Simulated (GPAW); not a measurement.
Se:

```
Se
1.0
     4.36620    0.00000    0.00000
    -2.18310    3.78124    0.00000
     0.00000    0.00000    4.95360
Se
3
Direct
  0.77460 0.77460 0.00000
  0.00000 0.22540 0.66667
  0.22540 0.00000 0.33333
```

Base run:

| Property | Result |
| --- | --- |
| Program | GPAW 26.7.0 |
| Functional | PBEsol |
| Potentials or basis | PAW data sets generated in the run's folder for this functional |
| Cutoff | 600 eV |
| Basis | pw |
| k mesh | 7 × 7 × 6 |
| Occupations | fermi-dirac, width 0.05 eV |
| Spin | no spin polarisation |

Its results: band gap on the k mesh 1.14 eV, indirect (least direct gap 1.43 eV); pressure 0.2 GPa; largest force 0.310 eV/Å.

Problem. The run is repeated on the same cell with these changes: spin from no spin polarisation to spin-orbit coupling, no magnetisation. What comes out?

Solution. Band gap on the k mesh 1.08 eV, indirect (least direct gap 1.39 eV); pressure 0.2 GPa; largest force 0.310 eV/Å.

Spin-orbit coupling splits the band edges, which narrows the gap.

Caveats: the mesh misses the band edges, which the band path finds closer together; spin-orbit coupling was added after a scalar SCF, so levels and gaps hold it while energy, forces, pressure and moments don't (some runs); this program's spin-orbit splittings come out too wide for heavy elements (some runs).
